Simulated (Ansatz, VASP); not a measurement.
**One calculation of Au, two programs**

Contents of INCAR:

```
PREC = Accurate
ENCUT = 600
EDIFF = 1E-6
ISMEAR = 0
SIGMA = 0.1
LREAL = F
LASPH = T
NELM = 100
ALGO = Normal
ISIF = 3
LWAVE = F
LCHARG = F
GGA = PE
IBRION = 2
NSW = 90
EDIFFG = -0.04
```

Contents of KPOINTS:

```
Automatic mesh
0
Gamma
  6 6 8
```

File POSCAR:

```
Au
1.0
    2.6620712700      0.0000000000      0.0000000000
    0.0000000000      2.6620712700      0.0000000000
    0.0000000000      0.0000000000      2.3724807900
Au
1
Direct
    0.5000000000      0.5000000000      0.5000000000
```

Input for Ansatz:

```yaml
crystal:
  lattice:
    - [2.66207127, 0.0, 0.0]
    - [0.0, 2.66207127, 0.0]
    - [0.0, 0.0, 2.37248079]
  atoms:
    - { symbol: Au, position: [0.5, 0.5, 0.5] }
basis:
  ecutwfc: 420
kpoints:
  mp_grid: { grid: [6, 6, 8] }
hamiltonian:
  xc: pbe
scf:
  occupations: { method: gaussian, width: 0.1 }
  lower_state_search: "off"
output:
  forces: true
  stress: true
  eigenvalues: true
relax:
  adjacent_minimum: "off"
  f_tol: 0.04
  max_steps: 70
  cell: { stress_tol: 0.4 }
```

Alike in both runs: task relaxation of cell and atoms; functional PBE; k mesh 6 × 6 × 8; occupations gaussian, width 0.1 eV; no spin polarisation.

|  | VASP | Ansatz |
| --- | --- | --- |
| version | VASP 6.6.1 | Ansatz 0.2.0 |
| potentials or method | VASP PAW PBE potentials, release 64 (Au) | scalar-relativistic, plane waves, PAW |
| plane-wave cutoff (eV) | 600 | 420 |
| valence electrons in the cell | 11 | 19 |

Ansatz gave:

* gap on the k mesh at the Fermi level, each at its own relaxed structure (eV): none
* relaxed volume (Å³/atom): 20.68
* relaxed cell length with the largest relative difference (Å): 2.749
* energy change over the relaxation (meV/atom): -715

Question: What did VASP give for the same quantities?

Answer: gap on the k mesh at the Fermi level, each at its own relaxed structure (eV): none; relaxed volume (Å³/atom): 20.67; relaxed cell length with the largest relative difference (Å): 2.751; energy change over the relaxation (meV/atom): -707.

A gap of «none» marks a metal or a gap that the smearing closes. The two sets of potentials don't hold the same shells in valence.

Caveats: the k mesh is coarse (spacing up to 0.39 Å⁻¹), so the values aren't converged; the volume moved by over 15 % at a fixed basis, so the end points are rough (VASP). Spin-orbit coupling is left out, which matters for the levels of Au.
